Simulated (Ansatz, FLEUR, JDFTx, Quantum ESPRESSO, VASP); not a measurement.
# GaP: energy against volume and a worked fit

The structure is cubic, space group F-43m (No. 216). Conventional cell: a = 5.451 Å, b = 5.451 Å, c = 5.451 Å, α = 90.00°, β = 90.00°, γ = 90.00°. Around Ga (site symmetry -43m) lie 4 P at 2.36 Å. P (site symmetry -43m) has 4 Ga at 2.36 Å as nearest neighbours.

The cell was scaled at fixed shape and fractions and run with VASP, PBE PAW files Ga_d, P, 520 eV; PBEsol, k mesh 8 × 8 × 8 on the cell of 2 atoms, fermi-dirac occupations of 0.05 eV, no spin polarisation, no spin-orbit coupling. The potentials were made for PBE. Energies are those that the program minimises, any entropy of the smearing included.

| V (Å³/atom) | energy over the lowest row (meV/atom) |
| --- | --- |
| 19.0260 | 16.389 |
| 19.4308 | 5.925 |
| 19.8356 | 0.633 |
| 20.2404 | 0.000 |
| 20.6452 | 3.497 |
| 21.0500 | ? |
| 21.4548 | 21.264 |

**Question.** Fit the third-order Birch-Murnaghan form, give V0, B0 and B′, and predict the energy left open.

**Answer.** With y = (V0/V)^(2/3), E = E0 + (9 V0 B0/16) [(y - 1)³ B′ + (y - 1)² (6 - 4y)]. Least squares through the rows shown give V0 = 20.0962 Å³/atom, E0 = -0.276 meV, B0 = 84.74 GPa (1 eV/Å³ = 160.218 GPa) and B′ = 4.51, with a largest miss of 0.006 meV. At V = 21.0500 the form with these constants gives 10.718 meV; the run gave 10.715 meV an atom. Other set-ups at this level, from all their volumes (Å³/atom, GPa): FLEUR, all-electron, FLAPW: V0 20.104, B0 84.95; JDFTx, PseudoDojo-SR-PBEsol-0.4.1-standard: V0 20.121, B0 84.66; Ansatz, all-electron LAPW, scalar-relativistic: V0 20.102, B0 84.93; Quantum ESPRESSO, PseudoDojo 0.4.1 SR PBEsol standard: V0 20.121, B0 84.66. Measured volume: 20.24 Å³/atom at 298 K (a printed reference work), so the fit lies -0.7 % from it. The runs are for a static lattice.
